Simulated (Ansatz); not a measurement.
MgO, CsCl type, relaxed with r2SCAN: 7 runs in the plane-wave code Ansatz, each a construction of maximally localised Wannier functions. It is cubic, Pm-3m (No. 221); a = 2.623 Å in the conventional setting, 9.03 Å³ an atom. Around Mg lie 8 O at 2.27 Å; around O lie 8 Mg at 2.27 Å. Computed, not measured; no magnetism was allowed, and whether the structure is a known phase isn't checked.

```
CELL_PARAMETERS angstrom
2.62335 0.00000 0.00000
0.00000 2.62335 0.00000
0.00000 0.00000 2.62335
ATOMIC_POSITIONS crystal
Mg 0.00000 0.00000 0.00000
O 0.50000 0.50000 0.50000
```

Windows count from the top of the filled bands; a dash means that no such window was set (without an outer window there is no disentanglement).

```
functional  SCF mesh  trial orbitals  functions   mesh  window (eV)  frozen (eV)  Ω total (Å²)  Ω invariant (Å²)  largest spread (Å²)  least projectability  interpolation miss of the model's filled bands (eV, to the nearest computed level)
       PBE     8×8×8        O s, O p          4  6×6×6            –            –          2.86              2.35                 0.72                  0.90                                                                               0.090
       PBE     8×8×8        O s, O p          4  4×4×4            –            –          2.69              2.19                 0.68                  0.92                                                                               0.278
       PBE     8×8×8             O p          3  6×6×6            –            –          2.82              2.80                 0.94                  0.83                                                                               0.093
    r2SCAN     8×8×8        O s, O p          4  6×6×6            –            –          2.76              2.26                 0.69                  0.92                                                                               0.070
    r2SCAN     8×8×8             O p          3  6×6×6            –            –          2.72              2.70                 0.91                  0.85                                                                               0.073
     HSE06     6×6×6        O s, O p          4  6×6×6            –            –          2.76              2.26                 0.69                  0.92                                                                                   –
```

Q: Estimate from these rows what the further settings give.
```
functional  SCF mesh  trial orbitals  functions   mesh  window (eV)  frozen (eV)
       PBE     8×8×8        O s, O p          4  8×8×8            –            –
```

A:
```json
{"functional": "PBE", "SCF mesh": "8×8×8", "trial orbitals": "O s, O p", "functions": "4", "mesh": "8×8×8", "window (eV)": "–", "frozen (eV)": "–", "Ω total (Å²)": "2.92", "Ω invariant (Å²)": "2.41", "largest spread (Å²)": "0.73", "least projectability": "0.90", "interpolation miss of the model's filled bands (eV, to the nearest computed level)": "0.033"}
```

A dash in the last column means that the miss wasn't evaluated.

For O s, O p with PBE the spread goes 2.69 Å² (4×4×4), 2.86 Å² (6×6×6), 2.92 Å² (8×8×8): finite differences on a coarse mesh understate it.
